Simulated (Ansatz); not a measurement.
# A thicker film of BaTiO3 (001), BaO faces from four thinner ones

In a field along its normal an insulating film takes a dipole p. Written as a length, p/(ε₀AE), it should grow by 1 − 1/ε for each ångström added.

Set-up. Ansatz 0.2.0, plane waves with PAW datasets (its set soft_2), PBEsol; perovskite films relaxed at a bulk in-plane lattice constant near the measured one, then held in weak fields of both signs with a dipole correction (A is the cell's area, E the outer field).

```
    run  distance between the outer atoms (Å)  p/(ε₀AE) (Å)
2 units                                 7.835         9.057
3 units                                11.789        12.389
4 units                                15.739        15.750
5 units                                19.690        19.115
6 units                                23.638             ?
```

Q: Estimate the withheld value from the rows shown.

A least-squares line through the 4 rows shown has slope 0.8487 and intercept 2.3969; no row lies more than 0.013 Å off it. That slope means ε = 1/(1 − 0.8487) = 6.61. At 23.638 it gives 0.8487 × 23.638 + 2.3969 = 22.458 Å, beyond the rows fitted. Rounding and scatter of the rows alone allow about ±0.022 Å there.

The run itself gives 22.482 Å: a miss of +0.024 Å, or 0.1 % of the value. The length is met to within 1 %, though ε is more sensitive than the length: the two thickest films give ε = 6.80.

**Limits.** This is the electronic response alone. A unit is one step of the cut along the normal (a plane, a pair of planes or a cell), and the layers relax along it, away from their bulk spacing where the functional's lattice constant differs from the one held.

[Logs are printed without paths, hosts, clocks, repeated set-up lines and the standing remarks that a program may print on its own settings, such as how far it seeks lower states.]
